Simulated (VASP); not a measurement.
# Ge (Cmcm) in VASP: further runs

The runs below take Ge through single point, with PBE.

Program: VASP 6.6.1. These are calculated values, not measurements. Logs are shortened: lines on timing, memory, paths and dates and some standing lists are left out, and cuts for length are marked.

## Step 1: Starting point

The structure is orthorhombic, space group Cmcm (No. 63). Conventional cell: a = 2.976 Å, b = 5.189 Å, c = 4.728 Å, α = 90.00°, β = 90.00°, γ = 90.00°. Around Ge (site symmetry m2m) lie 12 Ge at 2.92 to 2.99 Å.

This isn't the form of Ge at room conditions, which is diamond.

## Step 2: Single point, PBE

File INCAR:

```
SYSTEM = Ge
PREC = Accurate
ENCUT = 450
EDIFF = 1E-6
ISMEAR = 0
SIGMA = 0.2
LREAL = .False.
LASPH = .True.
NELM = 100
ALGO = Normal
ISIF = 2
LWAVE = .False.
LCHARG = .False.
GGA = PE
ADDGRID = .False.
```

File KPOINTS:

```
regular mesh
0
Gamma
  6 6 4
  0 0 0
```

File POSCAR:

```
Ge
1.0
    1.4880529250     -2.5946896100      0.0000000000
    1.4880529250      2.5946896100      0.0000000000
    0.0000000000      0.0000000000      4.7275957900
Ge
2
Direct
    0.3334466300      0.6665533700      0.2500000000
    0.6665533700      0.3334466300      0.7500000000
```

Potentials or basis: VASP PAW PBE potentials, release 64 (Ge_d).

The run is started by

```
$ cat potpaw_PBE.64/Ge_d/POTCAR > POTCAR
$ mpirun -np 1 vasp_std > vasp.out
```

OUTCAR:

```text
SYSTEM = Ge
   PREC = Accurate
   ENCUT = 450
   EDIFF = 1E-6
   ISMEAR = 0
   LREAL = .False.
   LASPH = .True.
   NELM = 100
   ISIF = 2
   GGA = PE

 Found     39 irreducible k-points:

 Following reciprocal coordinates:
            Coordinates               Weight
  0.000000  0.000000  0.000000      1.000000
  0.166667  0.000000  0.000000      4.000000
  0.333333  0.000000  0.000000      4.000000
  0.500000  0.000000  0.000000      2.000000
  0.166667  0.166667  0.000000      2.000000
  0.333333  0.166667  0.000000      4.000000
   k-points           NKPTS =     39   k-points in BZ     NKDIM =     39   number of bands    NBANDS=     18
   number of dos      NEDOS =    301   number of ions     NIONS =      2
   total plane-waves  NPLWV =  20736
   dimension x,y,z NGX =    24 NGY =   24 NGZ =   36
   dimension x,y,z NGXF=    48 NGYF=   48 NGZF=   72
   ions per type =               2
   NGX,Y,Z   is equivalent  to a cutoff of  13.34, 13.34, 12.66 a.u.
   NGXF,Y,Z  is equivalent  to a cutoff of  26.68, 26.68, 25.32 a.u.
 SYSTEM =  Ge
   PREC   = accura    normal or accurate (medium, high low for compatibility)
   ISTART =      0    job   : 0-new  1-cont  2-samecut
   ICHARG =      2    charge: 1-file 2-atom 10-const
   ISPIN  =      1    spin polarized calculation?
   LNONCOLLINEAR =      F non collinear calculations
   LSORBIT =      F    spin-orbit coupling
   LASPH  =      T    aspherical Exc in radial PAW
   ENCUT  =  450.0 eV  33.07 Ry    5.75 a.u.   5.17  5.17  8.18*2*pi/ulx,y,z
   NELM   =    100;   NELMIN=  2; NELMDL= -5     # of ELM steps
   EDIFF  = 0.1E-05   stopping-criterion for ELM
   LREAL  =      F    real-space projection
   EDIFFG = 0.1E-04   stopping-criterion for IOM
   NSW    =      0    number of steps for IOM
   IBRION =     -1    ionic relax: 0-MD 1-quasi-New 2-CG
   NFREE  =      0    steps in history (QN), initial steepest desc. (CG)
   ISIF   =      2    stress and relaxation
   ISYM   =      2    0-nonsym 1-usesym 2-fastsym
   POTIM  = 0.5000    time-step for ionic-motion
   TEBEG  =    0.0;   TEEND  =   0.0 temperature during run
   PSTRESS=    0.0 pullay stress
   NELECT =      28.0000    total number of electrons
   NUPDOWN=      -1.0000    fix difference up-down
   EMIN   =  10.00;   EMAX   =-10.00  energy-range for DOS
   EFERMI =   0.00;   METHOD = LEGACY
   ISMEAR =     0;   SIGMA  =   0.20  broadening in eV -4-tet -1-fermi 0-gaus
   EFERMI_NEDOS =   21; number of points for ismear=-14 and -15
   IALGO  =     38    algorithm
   IMIX   =      4    mixing-type and parameters
     AMIX     =   0.40;   BMIX     =  1.00
     AMIX_MAG =   1.60;   BMIX_MAG =  1.00
  volume/ion in A,a.u.               =      18.25       123.18
  Fermi-wavevector in a.u.,A,eV,Ry     =   1.498544  2.831837 30.553703  2.245634
  Thomas-Fermi vector in A             =   2.610289
   LORBIT       =      0    0 simple, 1 ext, 2 COOP (PROOUT), +10 PAW based schemes
   GGA     = PE    functional components
   LHFCALC =     F    Hartree Fock is set to
   AEXX    =    0.0000 exact exchange contribution
   IVDW    =     0    specifies the selected vdW correction
   LEPSILON=     F    determine dielectric tensor
   LRPA    =     F    only Hartree local field effects (RPA)
 non-spin polarized calculation
 Gauss-broadening in eV      SIGMA  =   0.20
  energy-cutoff  :      450.00
  volume of cell :       36.51
 maximum number of plane-waves:       808
 NGX is ok and might be reduce to    24
   NGX = 11   NGY = 11   NGZ = 17

 number of electron      28.0000012 magnetization

 Free energy of the ion-electron system (eV)
  ---------------------------------------------------
  ext. energy  EPLUGINS =         0.00000000
  ---------------------------------------------------
  free energy    TOTEN  =        -8.31378599 eV

  energy without entropy =       -8.29950859  energy(sigma->0) =       -8.30664729

 E-fermi :   7.3426     XC(G=0): -11.4684

 val. band max:        7.0935878008   @ k =   0.3333   0.3333   0.0000
 cond. band min:       7.3603749562   @ k =   0.1667   0.1667   0.2500
 fundamental gap:      0.2667871555
 Fermi energy:         7.3426115790

 k-point     1 :       0.0000    0.0000    0.0000
  band No.  band energies     occupation
      1     -17.6150      2.00000
      2     -17.6115      2.00000
      3     -17.6079      2.00000
      4     -17.6032      2.00000
      5     -17.6018      2.00000
      6     -17.5992      2.00000
[... 10 lines left out ...]
     17      15.8698      0.00000
     18      17.1836      0.00000

 k-point     2 :       0.1667    0.0000    0.0000
  band No.  band energies     occupation
      1     -17.6312      2.00000
      2     -17.6089      2.00000
      3     -17.5945      2.00000
      4     -17.5933      2.00000
      5     -17.5907      2.00000
      6     -17.5884      2.00000
[... 10 lines left out ...]
     17      15.7727      0.00000
     18      16.0145      0.00000

 k-point     3 :       0.3333    0.0000    0.0000
  band No.  band energies     occupation
      1     -17.6591      2.00000
      2     -17.6192      2.00000
      3     -17.6105      2.00000
      4     -17.6093      2.00000
      5     -17.5682      2.00000
      6     -17.5487      2.00000
[... 10 lines left out ...]
     17      11.6435      0.00000
     18      14.2304      0.00000

 k-point     4 :       0.5000    0.0000    0.0000
  band No.  band energies     occupation
      1     -17.6717      2.00000
      2     -17.6333      2.00000
      3     -17.6167      2.00000
      4     -17.6142      2.00000
      5     -17.5587      2.00000
      6     -17.5555      2.00000
[... 10 lines left out ...]
     17       9.5016      0.00000
     18      13.4971      0.00000

 k-point     5 :       0.1667    0.1667    0.0000
  band No.  band energies     occupation
      1     -17.6264      2.00000
      2     -17.6237      2.00000
      3     -17.6165      2.00000
      4     -17.6013      2.00000
      5     -17.5780      2.00000
      6     -17.5661      2.00000
[... 10 lines left out ...]
     17      12.9630      0.00000
     18      13.3124      0.00000

 k-point     6 :       0.3333    0.1667    0.0000
  band No.  band energies     occupation
      1     -17.6430      2.00000
      2     -17.6410      2.00000
      3     -17.6030      2.00000
      4     -17.6014      2.00000
      5     -17.5646      2.00000
      6     -17.5608      2.00000
[... 10 lines left out ...]
     17       9.7707      0.00000
     18      11.4612      0.00000

 [... further k-points ...]

------------------------ aborting loop because EDIFF is reached ----------------------------------------

  FORCE on cell =-STRESS in cart. coord.  units (eV):
  Direction    XX          YY          ZZ          XY          YZ          ZX
  --------------------------------------------------------------------------------------
  -------------------------------------------------------------------------------------
  Total        0.2817066      0.2091775      1.5858985      0.0000000      0.0000000      0.0000000
  in kB       12.3632752      9.1801833     69.6004180      0.0000000      0.0000000      0.0000000
  external PRESSURE =      30.3812922 kB  Pullay stress =       0.0000000 kB

 VOLUME and BASIS-vectors are now :
 -----------------------------------------------------------------------------
  energy-cutoff  :      450.00
  volume of cell :       36.51
      direct lattice vectors                 reciprocal lattice vectors
     1.488052925 -2.594689610  0.000000000     0.336009554 -0.192701277  0.000000000
     1.488052925  2.594689610  0.000000000     0.336009554  0.192701277  0.000000000
     0.000000000  0.000000000  4.727595790     0.000000000  0.000000000  0.211524006

 POSITION                                       TOTAL-FORCE (eV/Angst)
 -----------------------------------------------------------------------------------
      1.48805      0.86431      1.18190         0.000000     -0.001116      0.000000
      1.48805     -0.86431      3.54570         0.000000      0.001116      0.000000
 -----------------------------------------------------------------------------------
    total drift:                                0.000000     -0.000000      0.000000

  FREE ENERGIE OF THE ION-ELECTRON SYSTEM (eV)
  ---------------------------------------------------
  free  energy   TOTEN  =        -8.3137859884 eV

  energy  without entropy=       -8.2995085866  energy(sigma->0) =       -8.30664729
```

It took 6.9 s on 1 thread of Intel Xeon 6975P-C (Granite Rapids), shared host; peak memory 0.15 GiB.

These settings aren't checked as converged: the numbers below hold their error.

What came out:

```
Free energy            : -8.3138 eV
Pressure               : 3.0 GPa
Band gap on the k mesh : none (metal or under the smearing width)
```

Caveat: the k mesh is coarse (spacing up to 0.41 Å⁻¹), so the values aren't converged.

## Step 3: Single point, PBE

INCAR is that of step 2.

KPOINTS is that of step 2.

File POSCAR:

```
Ge
1.0
    1.4880529250     -2.5946896100      0.0000000000
    1.4880529250      2.5946896100      0.0000000000
    0.0000000000      0.0000000000      4.7275957900
Ge
2
Direct
    0.3592940000      0.6730280000      0.2256240000
    0.6679590000      0.3129580000      0.7530700000
```

Potentials or basis: VASP PAW PBE potentials, release 64 (Ge_d).

The run is started by

```
$ cat potpaw_PBE.64/Ge_d/POTCAR > POTCAR
$ mpirun -np 1 vasp_std > vasp.out
```

OUTCAR:

```text
SYSTEM = Ge
   PREC = Accurate
   ENCUT = 450
   EDIFF = 1E-6
   ISMEAR = 0
   LREAL = .False.
   LASPH = .True.
   NELM = 100
   ISIF = 2
   GGA = PE

 Found     76 irreducible k-points:

 Following reciprocal coordinates:
            Coordinates               Weight
  0.000000  0.000000  0.000000      1.000000
  0.166667  0.000000  0.000000      2.000000
  0.000000  0.166667  0.000000      2.000000
  0.333333  0.000000  0.000000      2.000000
  0.000000  0.333333  0.000000      2.000000
  0.500000  0.000000  0.000000      1.000000
   k-points           NKPTS =     76   k-points in BZ     NKDIM =     76   number of bands    NBANDS=     18
[... 206 lines left out ...]
  --------------------------------------------------------------------------------------
  -------------------------------------------------------------------------------------
  Total        0.6167508      0.6658295      1.4233360      0.0547143     -0.0187921     -0.0205154
  in kB       27.0673773     29.2212989     62.4660277      2.4012511     -0.8247280     -0.9003624
  external PRESSURE =      39.5849013 kB  Pullay stress =       0.0000000 kB

 VOLUME and BASIS-vectors are now :
 -----------------------------------------------------------------------------
  energy-cutoff  :      450.00
  volume of cell :       36.51
      direct lattice vectors                 reciprocal lattice vectors
     1.488052925 -2.594689610  0.000000000     0.336009554 -0.192701277  0.000000000
     1.488052925  2.594689610  0.000000000     0.336009554  0.192701277  0.000000000
     0.000000000  0.000000000  4.727595790     0.000000000  0.000000000  0.211524006

 POSITION                                       TOTAL-FORCE (eV/Angst)
 -----------------------------------------------------------------------------------
      1.53615      0.81404      1.06666        -0.012750     -0.005397      0.316735
      1.45966     -0.92112      3.56021         0.012750      0.005397     -0.316735
 -----------------------------------------------------------------------------------
    total drift:                               -0.000125      0.000007      0.000367

  FREE ENERGIE OF THE ION-ELECTRON SYSTEM (eV)
  ---------------------------------------------------
  free  energy   TOTEN  =        -8.2919351689 eV

  energy  without entropy=       -8.2698802315  energy(sigma->0) =       -8.28090770
```

It took 12 s on 1 thread of Intel Xeon 6975P-C (Granite Rapids), shared host; peak memory 0.16 GiB.

The run converged, but some of its settings lie outside the range that counts as converged, so its numbers aren't taken as properties of the crystal.

What came out:

| Property | Result |
| --- | --- |
| Free energy | -8.2919 eV |
| Pressure | 4.0 GPa |
| Largest force | 0.317 eV/Å |
| Band gap on the k mesh | none (metal or under the smearing width) |

Caveat: the k mesh is coarse (spacing up to 0.41 Å⁻¹), so the values aren't converged.

## Step 4: Single point, PBE

Changes to INCAR since step 3:

```diff
@@ -5,3 +5,3 @@
 ISMEAR = 0
-SIGMA = 0.2
+SIGMA = 0.01
 LREAL = .False.
```

KPOINTS is that of step 3.

File POSCAR:

```
Ge
1.0
    1.4880529250     -2.5946896100      0.0000000000
    1.4880529250      2.5946896100      0.0000000000
    0.0000000000      0.0000000000      4.7275957900
Ge
2
Direct
    0.3334466300      0.6665533700      0.2500000000
    0.6665533700      0.3334466300      0.7500000000
```

The run is started by

```
$ cat potpaw_PBE.64/Ge_d/POTCAR > POTCAR
$ mpirun -np 1 vasp_std > vasp.out
```

It took 6.7 s on 1 thread of Intel Xeon 6975P-C (Granite Rapids), shared host; peak memory 0.15 GiB.

The run converged, but some of its settings lie outside the range that counts as converged, so its numbers aren't taken as properties of the crystal.

Results:

```yaml
Free_energy: -8.3039 eV
Pressure: 2.9 GPa
Largest_force: 0.010 eV/Å
Band_gap_on_the_k_mesh: none (metal or under the smearing width)
```

Caveat: the k mesh is coarse (spacing up to 0.41 Å⁻¹), so the values aren't converged.

## Step 5: Single point, PBE

INCAR is that of step 4.

KPOINTS is that of step 4.

File POSCAR:

```
Ge
1.0
    1.4880529250     -2.5946896100      0.0000000000
    1.4880529250      2.5946896100      0.0000000000
    0.0000000000      0.0000000000      4.7275957900
Ge
2
Direct
    0.3592940000      0.6730280000      0.2256240000
    0.6679590000      0.3129580000      0.7530700000
```

The run is started by

```
$ cat potpaw_PBE.64/Ge_d/POTCAR > POTCAR
$ mpirun -np 1 vasp_std > vasp.out
```

Run time: 12 s. Hardware: 1 thread of Intel Xeon 6975P-C (Granite Rapids), shared host; peak memory 0.17 GiB.

These settings aren't checked as converged: the numbers below hold their error.

Results:

```
Free energy            : -8.2783 eV
Pressure               : 4.1 GPa
Largest force          : 0.337 eV/Å
Band gap on the k mesh : none (metal or under the smearing width)
```

Caveat: the k mesh is coarse (spacing up to 0.41 Å⁻¹), so the values aren't converged.

## Step 6: Single point, PBE

Changes to INCAR since step 5:

```diff
@@ -1,3 +1,3 @@
 SYSTEM = Ge
-PREC = Accurate
+PREC = Low
 ENCUT = 450
@@ -5,3 +5,3 @@
 ISMEAR = 0
-SIGMA = 0.01
+SIGMA = 0.05
 LREAL = .False.
```

KPOINTS is that of step 5.

File POSCAR:

```
Ge
1.0
    1.4880529250     -2.5946896100      0.0000000000
    1.4880529250      2.5946896100      0.0000000000
    0.0000000000      0.0000000000      4.7275957900
Ge
2
Direct
    0.3334466300      0.6665533700      0.2500000000
    0.6665533700      0.3334466300      0.7500000000
```

Potentials or basis: VASP PAW PBE potentials, release 64 (Ge_d).

The run is started by

```
$ cat potpaw_PBE.64/Ge_d/POTCAR > POTCAR
$ mpirun -np 1 vasp_std > vasp.out
```

OUTCAR:

```text
SYSTEM = Ge
   PREC = Low
   ENCUT = 450
   EDIFF = 1E-6
   ISMEAR = 0
   LREAL = .False.
   LASPH = .True.
   NELM = 100
   ISIF = 2
   GGA = PE

 Found     39 irreducible k-points:

 Following reciprocal coordinates:
            Coordinates               Weight
  0.000000  0.000000  0.000000      1.000000
  0.166667  0.000000  0.000000      4.000000
  0.333333  0.000000  0.000000      4.000000
  0.500000  0.000000  0.000000      2.000000
  0.166667  0.166667  0.000000      2.000000
  0.333333  0.166667  0.000000      4.000000
   k-points           NKPTS =     39   k-points in BZ     NKDIM =     39   number of bands    NBANDS=     18
   number of dos      NEDOS =    301   number of ions     NIONS =      2
   total plane-waves  NPLWV =   7168
   dimension x,y,z NGX =    16 NGY =   16 NGZ =   28
   dimension x,y,z NGXF=    16 NGYF=   16 NGZF=   28
   ions per type =               2
   NGX,Y,Z   is equivalent  to a cutoff of   8.89,  8.89,  9.85 a.u.
   NGXF,Y,Z  is equivalent  to a cutoff of   8.89,  8.89,  9.85 a.u.
 SYSTEM =  Ge
   PREC   = low       normal or accurate (medium, high low for compatibility)
   ISTART =      0    job   : 0-new  1-cont  2-samecut
   ICHARG =      2    charge: 1-file 2-atom 10-const
[... 54 lines left out ...]

 E-fermi :   7.3700     XC(G=0): -11.4660

 val. band max:        7.3635313057   @ k =   0.1667   0.1667   0.2500
 cond. band min:       7.3732442136   @ k =  -0.3333   0.1667   0.2500
 fundamental gap:      0.0097129079
 Fermi energy:         7.3700155419

 k-point     1 :       0.0000    0.0000    0.0000
  band No.  band energies     occupation
      1     -17.6168      2.00000
      2     -17.6131      2.00000
      3     -17.6107      2.00000
      4     -17.6047      2.00000
      5     -17.6038      2.00000
      6     -17.6020      2.00000
[... 103 lines left out ...]
      5     -17.5674      2.00000
      6     -17.5621      2.00000
[... 10 lines left out ...]
     17       9.7734      0.00000
     18      11.4643      0.00000

 [... further k-points ...]

------------------------ aborting loop because EDIFF is reached ----------------------------------------

  FORCE on cell =-STRESS in cart. coord.  units (eV):
  Direction    XX          YY          ZZ          XY          YZ          ZX
  --------------------------------------------------------------------------------------
  -------------------------------------------------------------------------------------
  Total        0.2779092      0.2110520      1.4968227      0.0000000      0.0000000      0.0000000
  in kB       12.1966165      9.2624497     65.6911420      0.0000000      0.0000000      0.0000000
  external PRESSURE =      29.0500694 kB  Pullay stress =       0.0000000 kB

 VOLUME and BASIS-vectors are now :
 -----------------------------------------------------------------------------
  energy-cutoff  :      450.00
  volume of cell :       36.51
      direct lattice vectors                 reciprocal lattice vectors
     1.488052925 -2.594689610  0.000000000     0.336009554 -0.192701277  0.000000000
     1.488052925  2.594689610  0.000000000     0.336009554  0.192701277  0.000000000
     0.000000000  0.000000000  4.727595790     0.000000000  0.000000000  0.211524006

 POSITION                                       TOTAL-FORCE (eV/Angst)
 -----------------------------------------------------------------------------------
      1.48805      0.86431      1.18190         0.000000      0.006121      0.000000
      1.48805     -0.86431      3.54570         0.000000     -0.006121     -0.000000
 -----------------------------------------------------------------------------------
    total drift:                                0.000000     -0.000000      0.000000

  FREE ENERGIE OF THE ION-ELECTRON SYSTEM (eV)
  ---------------------------------------------------
  free  energy   TOTEN  =        -8.3097693677 eV

  energy  without entropy=       -8.3074381349  energy(sigma->0) =       -8.30860375
```

stdout:

```text
POSCAR found type information on POSCAR Ge
 POSCAR found :  1 types and       2 ions
 scaLAPACK will be used
 LDA part: xc-table for (Slater+PW92), standard interpolation
 POSCAR, INCAR and KPOINTS ok, starting setup
 FFT: planning ... GRIDC
 FFT: planning ... GRID_SOFT
 FFT: planning ... GRID
 WAVECAR not read
 entering main loop
 the old and the new charge density differ
 old charge density:    28.00000 new   27.99964
    0.168E+00
```

It took 3.9 s on 1 thread of Intel Xeon 6975P-C (Granite Rapids), shared host; peak memory 0.11 GiB.

The run converged, but some of its settings lie outside the range that counts as converged, so its numbers aren't taken as properties of the crystal.

What came out:

```
Free energy            : -8.3098 eV
Pressure               : 2.9 GPa
Largest force          : 0.006 eV/Å
Band gap on the k mesh : none (metal or under the smearing width)
```

Caveat: the k mesh is coarse (spacing up to 0.41 Å⁻¹), so the values aren't converged.

## Step 7: For comparison

An earlier run on the cell as given: functional PBEsol; potentials or basis VASP PAW PBE potentials, release 64 (Ge_d); cutoff 520 eV; k mesh 10 × 10 × 6; occupations fermi-dirac, width 0.05 eV; no spin polarisation.

- Pressure: 0.5 GPa
- Band gap on the k mesh: none (metal or under the smearing width)
